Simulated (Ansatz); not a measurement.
# Bi chain started as a strip of triangles: one chain at several levels of theory, part 2 of 4

Wanted: the relaxed geometry and the open channels of the Bi chain started as a strip of triangles, by several methods.

Ansatz 0.2.0; DFT PBE, plane waves, PAW; relaxation of a chain's period (the session's first sound run).

So far. Step 2 (The relaxed wire, level PBE, cutoff 420 eV): The cell's length comes to 3.153 Å with no moment.

### 3. The wire at its relaxed period, level PBE, cutoff 420 eV

This step: DFT PBE, plane waves, PAW; channels and complex bands of a perfect chain (Ansatz 0.2.0).

At the relaxed period the Bloch states of the perfect chain are found at each energy: those that move forward count the open channels, and those that decay describe how a disturbance dies away inside the wire itself. An energy step of 0.035 eV is under the 0.039 eV that the program asks for its thermal average at 300 K.

input.yaml

```yaml
crystal:
  lattice:
    - [9.0, 0.0, 0.0]
    - [0.0, 7.5, 0.0]
    - [0.0, 0.0, 3.1529507182]
  atoms:
    - { symbol: Bi, position: [0.348368555, 0.5, 0.0] }
    - { symbol: Bi, position: [0.651631445, 0.5, 0.5] }
kpoints:
  mp_grid: { grid: [1, 1, 26] }
  band_path: { path: ["Γ", Z], npoints: 60 }
scf:
  occupations: { method: fermi_dirac, width: 0.05 }
hamiltonian:
  xc: pbe
output:
  transmission:
    e_range: [-2, 2]
    de: 0.035
    kmesh: [1, 1]
    reduced_basis: true
    leads: [[0, 0]]
  dos: { projected: true, e_range: [-6, 4] }
  write_potential: true
  write_density: true
  volumetric_format: npy
  elf: true
```

Started as:

```sh
> ansatz run input.yaml --threads 4 --pin off --max-ram 8192MiB --backend cpu --events-out ev --progress --plain --runs-dir out
```

Numbers of over 12 decimals in the logs are rounded to 6 here.

The program printed:

```text
[...]
Crystal: 2 atoms, lattice volume = 212.824 Å³
Basis set: ecut = 420 eV, 4189 PW (Γ)
Bands: 19, of which v1, the nominal top of the filled ones, is band 15 counted from 1 (14 counted from 0)
Symmetry: 8 space group operations
[...]
k-points: 14 of 26
[...]
SCF iter   1: F=—  HF=-24791.577383 eV  |F-HF|=—  |Δ(HF+E_count)|=         —  Δρ=2.25e-3  dr2=4.89e-2  ethr=1.77e-3  ⟨swp⟩=6.4  Hψ=1437  notcnv=0
[...]
SCF iter   7: F=-24791.570631 eV  HF=-24791.570631 eV  |F-HF|=2.08e-8  |Δ(HF+E_count)|=   6.10e-8  Δρ=2.81e-6  dr2=1.23e-8  ethr=3.33e-10  ⟨swp⟩=5.6  Hψ=1018  notcnv=0
SCF 1 converged in 7 iterations: F = -24791.570631 eV  dr2 = 1.23e-8
[...]
NSCF: frozen V_eff on 61 k-points
transmission: 4 of 24 steps passed
transmission: 8 of 24 steps passed
[...]
transmission: 24 of 24 steps passed
WARN: The output density's exchange-correlation potential varies sharply where the density is thin. Do not read a vacuum level from v_tot or v_xc, or from such a field of the output density. On a cell that repeats whose density bears no net charge and no dipole along the vacuum's axis use v_es (v_loc + v_h of the components); under efield.dipole_correction with no amplitude use v_es + v_field, which holds any externa [...]
SCF converged after 7 iterations
Free energy (F): -24791.570631 eV
[...]
Internal energy: -24791.552536 eV  (E = F + TS)
E sigma→0 (E₀):  -24791.561583 eV
Entropy (-TS):   -0.018095 eV (-9.047 meV/atom)
Fermi energy:    0.559217 eV
[...]
--- Band table (eV; the first three rows and the last of 14) ---
  k-point 0: bands = [... 11 lower, -10.0726, -2.5556, -1.8411, -0.0179, 2.1931, 3.1805, 4.5163, 5.0097]
  k-point 1: bands = [... 11 lower, -10.0538, -2.5309, -1.8171, 0.0040, 2.1916, 3.2007, 4.5367, 4.7284]
  k-point 2: bands = [... 11 lower, -9.9977, -2.4572, -1.7452, 0.0693, 2.1673, 3.2604, 4.0797, 4.5951]
  k-point 13: bands = [... 11 lower, -8.8981, -3.2403, -3.2403, 1.2777, 1.2777, 1.5702, 1.5702, 6.2803]
--- Transmission ---
  basis      : 595 plane waves across, 4 finite elements along
  points     : 1, standing for a mesh of 1 x 1
  filling    : by the input's occupations and mesh, since the crystals that have channels conduct as metals do. If one of these is a semiconductor, that mesh has misplaced its level
  energies   : 115 from -2.000000 to 1.990000 eV about the Fermi level, 0.035000 eV apart; the leads are filled to 0.000000 eV, and channels, transmission and decay are at -0.005000 eV
  crystal 0  : Bi2, at the sites [0, 0], period 3.1530 Å: whole cells are its period
    offset         : up to 0.0000 Å between an atom of the period and one for which it stands
    filled         : 31.9 meV over the level at which it is neutral
    channels       : 5.000000e0 a spin
    conductance    : 5.7393e14 S/m² at 300 K; may be off by some 0.0 % by where its bands' edges are placed, 0.0 % from the distance to neutral
```

Run time: 38 s. Hardware: 4 threads of Arm Neoverse V2, shared host; peak memory 0.72 GiB.

Numbers from this step:

```yaml
energy_at_zero_smearing: -24791.5616 eV
channels_at_the_energy_nearest_the_fermi_level_one_spin: 5
conductance_of_the_lead_as_this_run_defines_it: 5.000 G₀
band_gap: 0 eV
```

Open channels of the lead, one spin against energy, zero at the Fermi level:

| energy (eV) | open channels of the lead, one spin |
| --- | --- |
| -2.000 | 4 |
| -1.895 | 2 |
| -1.790 | 2 |
| -1.685 | 2 |
| -1.615 | 2 |
| -1.510 | 2 |
| -1.405 | 2 |
| -1.300 | 2 |
| -1.195 | 2 |
| -1.090 | 2 |
| -0.985 | 2 |
| -0.915 | 2 |
| -0.810 | 2 |
| -0.705 | 2 |
| -0.600 | 2 |
| -0.495 | 3 |
| -0.390 | 3 |
| -0.285 | 5 |
| -0.215 | 5 |
| -0.110 | 5 |
| -0.005 | 5 |
| 0.100 | 5 |
| 0.205 | 5 |
| 0.310 | 5 |
| 0.415 | 5 |
| 0.485 | 5 |
| 0.590 | 5 |
| 0.695 | 5 |
| 0.800 | 5 |
| 0.905 | 5 |
| 1.010 | 3 |
| 1.115 | 3 |
| 1.185 | 3 |
| 1.290 | 3 |
| 1.395 | 3 |
| 1.500 | 3 |
| 1.605 | 3 |
| 1.710 | 2 |
| 1.815 | 2 |
| 1.885 | 2 |

The slowest values at each energy, most degenerate partners merged, listed up to 1.5 1/Å. Im kz of the slowest decaying states against energy, zero at the Fermi level:

| energy (eV) | decay 1 (Å⁻¹) | decay 2 (Å⁻¹) | decay 3 (Å⁻¹) | decay 4 (Å⁻¹) |
| --- | --- | --- | --- | --- |
| -2.000 | 0.588 | 0.967 | 1.12 | 1.24 |
| -1.790 | 0.0613 | 0.546 | 0.945 | 1.09 |
| -1.615 | 0.0890 | 0.507 | 0.926 | 1.07 |
| -1.405 | 0.104 | 0.456 | 0.902 | 1.05 |
| -1.195 | 0.110 | 0.397 | 0.877 | 1.02 |
| -0.985 | 0.107 | 0.325 | 0.851 | 0.990 |
| -0.810 | 0.0983 | 0.247 | 0.828 | 0.966 |
| -0.600 | 0.0780 | 0.0795 | 0.799 | 0.936 |
| -0.390 | 0.0407 | 0.769 | 0.905 | 1.07 |
| -0.215 | 0.742 | 0.879 | 1.04 | 1.13 |
| -0.005 | 0.707 | 0.846 | 1.02 | 1.11 |
| 0.205 | 0.670 | 0.811 | 0.992 | 1.08 |
| 0.415 | 0.630 | 0.776 | 0.964 | 1.06 |
| 0.590 | 0.594 | 0.744 | 0.941 | 1.04 |
| 0.800 | 0.545 | 0.705 | 0.911 | 1.01 |
| 1.010 | 0.0478 | 0.489 | 0.664 | 0.881 |
| 1.185 | 0.132 | 0.433 | 0.627 | 0.855 |
| 1.395 | 0.182 | 0.348 | 0.580 | 0.823 |
| 1.605 | 0.182 | 0.215 | 0.529 | 0.789 |
| 1.815 | 0.150 | 0.238 | 0.472 | 0.753 |

Electronic bands along the path, in eV, zero at the Fermi level:

| point | band 13 | band 14 | band 15 | band 16 | band 17 | band 18 | band 19 |
| --- | --- | --- | --- | --- | --- | --- | --- |
| Γ | -3.11 | -2.40 | -0.58 | 1.63 | 2.62 | 3.96 | 4.45 |
| halfway | -2.18 | -1.43 | -1.10 | 0.26 | 1.11 | 2.50 | 3.60 |
| Z | -3.80 | -3.80 | 0.72 | 0.72 | 1.01 | 1.01 | 5.72 |

The electronic bands as a text plot (rows in eV, shown from -3.9 to 3.3 only):

```
    3.1 |          **        *
    2.8 |        ************
    2.5 |********      **************************
    2.2 |                      *                 *****
    1.9 |                       **                    ***
    1.6 |*************            *                      ****
    1.3 |             **           **                        ***
    1.0 |               ***          *             ***********  *
    0.7 |                  *          *    ********          ****
    0.4 |                   **       ******               *****
    0.1 |                     *******    ***          *****
   -0.2 |               *********           ****  *****
   -0.5 |***************         **             ***
   -0.8 |                          *        ****
   -1.1 |                           *   ****
   -1.4 |                           ****
   -1.7 |                     ******   **
   -2.0 |              *******        ***********
   -2.3 |**************          *****    **     **
   -2.6 |                 *******           **     ***
   -2.9 |        *********                    **      **
   -3.2 |********                               ***     ***
   -3.5 |                                          **      ****
   -3.8 |                                            ************
         Γ                                                      Z
```

Electrostatic potential energy in the ca plane at fractional y = 0.500, with atoms of Bi within 0.2 Å of it. With pseudopotentials it is smooth inside the atoms' cores, unlike the true potential.

Ten even steps from '0' (-96 eV) to '9' (4 eV), each cell a mean:
```
9999999999999999
9999999999999999
9999999999999999
9999999999999999
9999999999999999
9999988777889999
9998764323467899
9988630000036889
9988620000026889
9998753212357899
9999887767788999
9999999999999999
8888999999999888
4457889999988754
0013689999986310
0002578999875200
0024789999987420
5667899999998766
8899999999999998
9999999999999999
9999999999999999
9999999999999999
9999999999999999
9999999999999999
```
Columns run along c (3.2 Å; values clipped at the 3rd and 97th percentile), rows up along a (9.0 Å). Atoms in or near the plane, at fractional coordinates: Bi at (0.00, 0.35), Bi at (0.50, 0.65).

ELF in the ca plane at fractional y = 0.500, with atoms of Bi within 0.2 Å of it. It is the smooth field of the valence electrons, not physical close to the nuclei.

Values, 24 rows by 16 columns, each cell a mean:
```
0.02 0.02 0.02 0.02 0.02 0.03 0.03 0.03 0.04 0.03 0.03 0.03 0.02 0.02 0.02 0.02
0.03 0.03 0.04 0.05 0.06 0.08 0.09 0.10 0.10 0.10 0.09 0.08 0.06 0.05 0.04 0.03
0.06 0.07 0.08 0.11 0.15 0.19 0.22 0.24 0.25 0.24 0.22 0.19 0.15 0.11 0.08 0.07
0.11 0.13 0.17 0.23 0.30 0.36 0.40 0.43 0.44 0.43 0.40 0.36 0.30 0.23 0.17 0.13
0.19 0.22 0.29 0.37 0.44 0.48 0.50 0.50 0.51 0.50 0.50 0.48 0.44 0.37 0.29 0.22
0.27 0.30 0.38 0.44 0.46 0.47 0.48 0.48 0.48 0.48 0.48 0.47 0.46 0.44 0.38 0.30
0.32 0.35 0.40 0.42 0.45 0.45 0.39 0.31 0.29 0.31 0.39 0.45 0.45 0.42 0.40 0.35
0.32 0.35 0.38 0.42 0.44 0.32 0.15 0.09 0.16 0.09 0.15 0.32 0.44 0.42 0.38 0.35
0.30 0.32 0.35 0.41 0.42 0.29 0.12 0.10 0.23 0.10 0.12 0.29 0.42 0.41 0.35 0.32
0.28 0.30 0.33 0.36 0.40 0.40 0.32 0.24 0.21 0.24 0.32 0.40 0.40 0.36 0.33 0.30
0.31 0.32 0.34 0.35 0.35 0.37 0.38 0.38 0.38 0.38 0.38 0.37 0.35 0.35 0.34 0.32
0.36 0.36 0.37 0.37 0.38 0.37 0.36 0.36 0.36 0.36 0.36 0.37 0.38 0.37 0.37 0.36
0.37 0.37 0.36 0.36 0.36 0.36 0.35 0.35 0.34 0.35 0.35 0.36 0.36 0.36 0.36 0.37
0.33 0.34 0.38 0.40 0.37 0.34 0.33 0.30 0.29 0.30 0.33 0.34 0.37 0.40 0.38 0.34
0.12 0.12 0.20 0.34 0.42 0.38 0.34 0.31 0.29 0.31 0.34 0.38 0.42 0.34 0.20 0.12
0.32 0.11 0.10 0.28 0.42 0.42 0.37 0.34 0.31 0.34 0.37 0.42 0.42 0.28 0.10 0.11
0.13 0.16 0.27 0.40 0.45 0.42 0.39 0.35 0.32 0.35 0.39 0.42 0.45 0.40 0.27 0.16
0.43 0.44 0.46 0.47 0.45 0.44 0.40 0.33 0.30 0.33 0.40 0.44 0.45 0.47 0.46 0.44
0.49 0.49 0.49 0.48 0.47 0.42 0.33 0.26 0.23 0.26 0.33 0.42 0.47 0.48 0.49 0.49
0.49 0.48 0.47 0.43 0.37 0.30 0.22 0.17 0.15 0.17 0.22 0.30 0.37 0.43 0.47 0.48
0.34 0.33 0.31 0.27 0.22 0.16 0.12 0.09 0.08 0.09 0.12 0.16 0.22 0.27 0.31 0.33
0.16 0.16 0.14 0.12 0.10 0.07 0.06 0.05 0.04 0.05 0.06 0.07 0.10 0.12 0.14 0.16
0.06 0.06 0.05 0.05 0.04 0.03 0.03 0.02 0.02 0.02 0.03 0.03 0.04 0.05 0.05 0.06
0.02 0.02 0.02 0.02 0.02 0.02 0.02 0.02 0.02 0.02 0.02 0.02 0.02 0.02 0.02 0.02
```
Columns run along c (3.2 Å), rows up along a (9.0 Å). Atoms in or near the plane, at fractional coordinates: Bi at (0.00, 0.35), Bi at (0.50, 0.65).

Valence density in the ca plane at fractional y = 0.500, with atoms of Bi within 0.2 Å of it. It is the smooth field of the valence electrons, not physical close to the nuclei.

Ten even steps from '0' (0.0 e/Å³) to '9' (8.0 e/Å³), each cell a mean:
```
0000000000000000
0000000000000000
0000000000000000
0000000000000000
0000000000000000
0000000111000000
0000013444310000
0000146888641000
0000246898642000
0000123555321000
0000001111100000
0000000000000000
0000000000000000
3321000000000123
8753100000001357
9974200000002479
6642100000001246
2210000000000012
0000000000000000
0000000000000000
0000000000000000
0000000000000000
0000000000000000
0000000000000000
```
Columns run along c (3.2 Å), rows up along a (9.0 Å). Atoms in or near the plane, at fractional coordinates: Bi at (0.00, 0.35), Bi at (0.50, 0.65).

By hand: the program gives 5.7393 × 10^14 S/m² over the cell's cross-section of 67.50 Å² = 6.750 × 10^-19 m², so one cell conducts 3.874 × 10^-4 S. Divided by G0 = 2e²/h = 7.748 × 10^-5 S this is 5.00 G0, a resistance of 2.58 kΩ.

At the computed energy nearest the Fermi level there are 5 channels a spin, and the thermal average gives 5.00 G₀.

### 4. Relaxing the period

This step: DFT PBEsol, plane waves, PAW; relaxation of a chain's period (Ansatz 0.2.0).

The relaxation is repeated under another functional. PBEsol weakens PBE's gradient terms and usually lands between LDA and PBE.

input.yaml

```yaml
crystal:
  lattice:
    - [9.0, 0.0, 0.0]
    - [0.0, 7.5, 0.0]
    - [0.0, 0.0, 2.89636]
  atoms:
    - { symbol: Bi, position: [0.362524444, 0.5, 0.0], spin: 0.5 }
    - { symbol: Bi, position: [0.637475556, 0.5, 0.5], spin: 0.5 }
magnetization:
  spin_polarized: true
kpoints:
  mp_grid: { grid: [1, 1, 28] }
scf:
  occupations: { method: fermi_dirac, width: 0.05 }
hamiltonian:
  xc: pbesol
relax:
  cell: { fix: [a, b, alpha, beta, gamma] }
  max_steps: 60
```

The program printed:

```text
[...]
Crystal: 2 atoms, lattice volume = 195.504 Å³
Basis set: ecut = 420 eV, 3807 PW (Γ), exchange–correlation on 128×108×40 points (8 copies of the dense FFT grid, shifted against one another)
Bands: 20, of which v1, the nominal top of the filled ones, is band 15 counted from 1 (14 counted from 0)
Symmetry: 8 space group operations
[...]
0.000000       0.435281       0.000000
        0.000000       0.000000       0.023336
  P = ⅓ Tr σ = -0.0075 GPa (-0.075 kbar)
--- Relaxed structure (10 steps of the walk, 9 accepted, 1 SCFs on fresh bases) ---
[...]
cell:  # Å, volume = 209.8123 Å³
    - [9.0, 0.0, 0.0]
    - [0.0, 7.5, 0.0]
    - [0.0, 0.0, 3.108330]
  atoms:
    - { symbol: Bi, position: [0.350522, 0.5, 0.0] }
    - { symbol: Bi, position: [0.649478, 0.5, 0.5] }
[key lines of the parts left out:]
SCF converged after 9 iterations
Magnetization: -0.0000 μB (15.0000 up, 15.0000 down)
Free energy (F): -24482.214691 eV
Fermi energy:    0.509684 eV
```

It took 24 s on 4 threads; peak memory 0.54 GiB.

Relaxation path:

| step | energy less that of the first step (eV) | largest force component (eV/Å) | pressure (GPa) | volume (Å³) |
| --- | --- | --- | --- | --- |
| 1 | 0.0000 | 2.2748 | 3.97 | 195.50 |
| 2 | -0.4693 | 0.2765 | 0.16 | 201.88 |
| 3 | -0.4927 | 0.1021 | 0.02 | 204.32 |
| 4 | -0.4964 | 0.0177 | 0.00 | 205.52 |
| 5 | -0.4970 | 0.0095 | -0.01 | 206.09 |
| 6 | -0.4976 | 0.0190 | -0.02 | 206.97 |
| 7 | -0.4987 | 0.0411 | -0.01 | 207.91 |
| 8 | -0.5017 | 0.0224 | 0.01 | 209.91 |
| 9 | -0.5017 | 0.0175 | -0.01 | 209.61 |
| 10 | -0.5018 | 0.0023 | -0.01 | 209.81 |
| 11* | -0.5024 | 0.0021 | -0.01 | 209.81 |

Relaxation steps marked * repeat the geometry before them on a plane-wave basis chosen anew for their cell, so energy and pressure can jump there. Relaxation step 9 was tried and not accepted.

Forces are held to the 8 operations that the run works with; a distortion that breaks them can't arise in this run.

| cell as run | before | after | change |
| --- | --- | --- | --- |
| c (Å) | 2.896 | 3.108 | +7.3 % |

The atoms that moved most (Å, along periodic axes as changes of fractional coordinates times the final cell, across vacuum about the mean position):

| atom | dx | dy | dz | length |
| --- | --- | --- | --- | --- |
| Bi1 | -0.108 | 0.000 | 0.000 | 0.108 |
| Bi2 | 0.108 | 0.000 | 0.000 | 0.108 |

The relaxed structure:

```
Bi
1.0
     9.00000    0.00000    0.00000
     0.00000    7.50000    0.00000
     0.00000    0.00000    3.10833
Bi
2
Cartesian
  3.1547 3.7500 0.0000
  5.8453 3.7500 1.5542
```

The cell's length comes to 3.108 Å, -1.4 % against the first run, with no moment.

### 5. Bands of the perfect wire, level PBEsol, cutoff 420 eV

This step: DFT PBEsol, plane waves, PAW; channels and complex bands of a perfect chain (Ansatz 0.2.0).

The channels are counted again under PBEsol, at the period that it gave.

input.yaml

```yaml
crystal:
  lattice:
    - [9.0, 0.0, 0.0]
    - [0.0, 7.5, 0.0]
    - [0.0, 0.0, 3.108330441]
  atoms:
    - { symbol: Bi, position: [0.350522124, 0.5, 0.0] }
    - { symbol: Bi, position: [0.649477876, 0.5, 0.5] }
kpoints:
  mp_grid: { grid: [1, 1, 26] }
  band_path: { path: ["Γ", Z], npoints: 60 }
scf:
  occupations: { method: fermi_dirac, width: 0.05 }
hamiltonian:
  xc: pbesol
output:
  transmission:
    e_range: [-2, 2]
    de: 0.035
    kmesh: [1, 1]
    reduced_basis: true
    leads: [[0, 0]]
  dos: { projected: true, e_range: [-6, 4] }
```

The program printed:

```text
[...]
Crystal: 2 atoms, lattice volume = 209.812 Å³
Basis set: ecut = 420 eV, 4097 PW (Γ)
Bands: 19, of which v1, the nominal top of the filled ones, is band 15 counted from 1 (14 counted from 0)
Symmetry: 8 space group operations
[...]
k-points: 14 of 26
[...]
k-point 13: bands = [... 11 lower, -8.9050, -3.3966, -3.3966, 1.3067, 1.3067, 1.6170, 1.6170, 6.3110]
--- Transmission ---
  basis      : 595 plane waves across, 4 finite elements along
  points     : 1, standing for a mesh of 1 x 1
[...]
crystal 0  : Bi2, at the sites [0, 0], period 3.1083 Å: whole cells are its period
[...]
filled         : 41.9 meV over the level at which it is neutral
    channels       : 5.000000e0 a spin
[...]
[key lines of the parts left out:]
SCF converged after 7 iterations
Free energy (F): -24482.211692 eV
Fermi energy:    0.565048 eV
```

It took 33 s on 4 threads; peak memory 0.73 GiB.

Open channels of the lead, one spin against energy, zero at the Fermi level:

| energy (eV) | open channels of the lead, one spin |
| --- | --- |
| -2.000 | 4 |
| -1.895 | 2 |
| -1.790 | 2 |
| -1.685 | 2 |
| -1.615 | 2 |
| -1.510 | 2 |
| -1.405 | 2 |
| -1.300 | 2 |
| -1.195 | 2 |
| -1.090 | 2 |
| -0.985 | 2 |
| -0.915 | 2 |
| -0.810 | 2 |
| -0.705 | 2 |
| -0.600 | 3 |
| -0.495 | 3 |
| -0.390 | 3 |
| -0.285 | 5 |
| -0.215 | 5 |
| -0.110 | 5 |
| -0.005 | 5 |
| 0.100 | 5 |
| 0.205 | 5 |
| 0.310 | 5 |
| 0.415 | 5 |
| 0.485 | 5 |
| 0.590 | 5 |
| 0.695 | 5 |
| 0.800 | 5 |
| 0.905 | 5 |
| 1.010 | 5 |
| 1.115 | 3 |
| 1.185 | 3 |
| 1.290 | 3 |
| 1.395 | 3 |
| 1.500 | 3 |
| 1.605 | 3 |
| 1.710 | 2 |
| 1.815 | 2 |
| 1.885 | 2 |

At the computed energy nearest the Fermi level there are 5 channels a spin, and the thermal average gives 5.00 G₀.

### 6. Relaxing the period

This step: DFT LDA, plane waves, PAW; relaxation of a chain's period (Ansatz 0.2.0).

The relaxation is repeated under another functional. LDA has no gradient terms and tends to overbind, so it marks the short end of the likely bond lengths.

input.yaml

```yaml
crystal:
  lattice:
    - [9.0, 0.0, 0.0]
    - [0.0, 7.5, 0.0]
    - [0.0, 0.0, 2.89636]
  atoms:
    - { symbol: Bi, position: [0.362524444, 0.5, 0.0], spin: 0.5 }
    - { symbol: Bi, position: [0.637475556, 0.5, 0.5], spin: 0.5 }
magnetization:
  spin_polarized: true
kpoints:
  mp_grid: { grid: [1, 1, 28] }
scf:
  occupations: { method: fermi_dirac, width: 0.05 }
hamiltonian:
  xc: lda
relax:
  cell: { fix: [a, b, alpha, beta, gamma] }
  max_steps: 60
```

The program printed:

```text
[...]
Crystal: 2 atoms, lattice volume = 195.504 Å³
Basis set: ecut = 420 eV, 3807 PW (Γ)
Bands: 20, of which v1, the nominal top of the filled ones, is band 15 counted from 1 (14 counted from 0)
Symmetry: 8 space group operations
[...]
k-points: 15 of 28
[...]
Starting moments: Σ|m| = 1 μB on 2 of 2 sites
[...]
0.000000       0.000000       0.039997
  P = ⅓ Tr σ = -0.0402 GPa (-0.402 kbar)
--- Relaxed structure (5 steps of the walk, 5 accepted, 1 SCFs on fresh bases) ---
[...]
cell:  # Å, volume = 204.2809 Å³
    - [9.0, 0.0, 0.0]
    - [0.0, 7.5, 0.0]
    - [0.0, 0.0, 3.026384]
  atoms:
    - { symbol: Bi, position: [0.347202, 0.5, 0.0] }
    - { symbol: Bi, position: [0.652798, 0.5, 0.500000] }
[key lines of the parts left out:]
SCF converged after 7 iterations
Magnetization: -0.0000 μB (15.0000 up, 15.0000 down)
Free energy (F): -24169.750344 eV
Fermi energy:    0.474139 eV
```

Elapsed: 12 s, on 4 threads; peak memory 0.49 GiB; 44 s of CPU time.

Step by step:

| step | energy less that of the first step (eV) | largest force component (eV/Å) | pressure (GPa) | volume (Å³) |
| --- | --- | --- | --- | --- |
| 1 | 0.0000 | 2.0667 | 3.56 | 195.50 |
| 2 | -0.3831 | 0.3834 | -0.21 | 202.12 |
| 3 | -0.4047 | 0.1390 | -0.12 | 203.43 |
| 4 | -0.4078 | 0.0061 | -0.01 | 204.06 |
| 5 | -0.4079 | 0.0001 | -0.04 | 204.28 |
| 6* | -0.4083 | 0.0001 | -0.04 | 204.28 |

Relaxation steps marked * repeat the geometry before them on a plane-wave basis chosen anew for their cell, so energy and pressure can jump there.

The run keeps the 8 symmetry operations that it works with, so distortions that break them were not tested.

| cell as run | before | after | change |
| --- | --- | --- | --- |
| c (Å) | 2.896 | 3.026 | +4.5 % |

The atoms that moved most (Å, along periodic axes as changes of fractional coordinates times the final cell, across vacuum about the mean position):

| atom | dx | dy | dz | length |
| --- | --- | --- | --- | --- |
| Bi1 | -0.138 | 0.000 | 0.000 | 0.138 |
| Bi2 | 0.138 | 0.000 | 0.000 | 0.138 |

The relaxed structure:

```xyz
2
Lattice="9.0000 0.0000 0.0000 0.0000 7.5000 0.0000 0.0000 0.0000 3.0264" Properties=species:S:1:pos:R:3
Bi    3.1248    3.7500    0.0000
Bi    5.8752    3.7500    1.5132
```

The cell's length comes to 3.026 Å, -4.0 % against the first run, with no moment.

The cell grew by 4.5 % in its periodic edges. From the first step to the last the energy fell by 0.408 eV, across changes of basis, and the largest move was 0.14 Å (Bi1 and 1 other atom alike).

(Part 2 of 4 ends here.)

[Logs are printed without paths, hosts, clocks, repeated set-up lines and the standing remarks that a program may print on its own settings, such as how far it seeks lower states.]

[Hosts, paths, dates, database ids (printed as entryN), source tags and the programs' standing remarks are cut or masked in the printed files.]
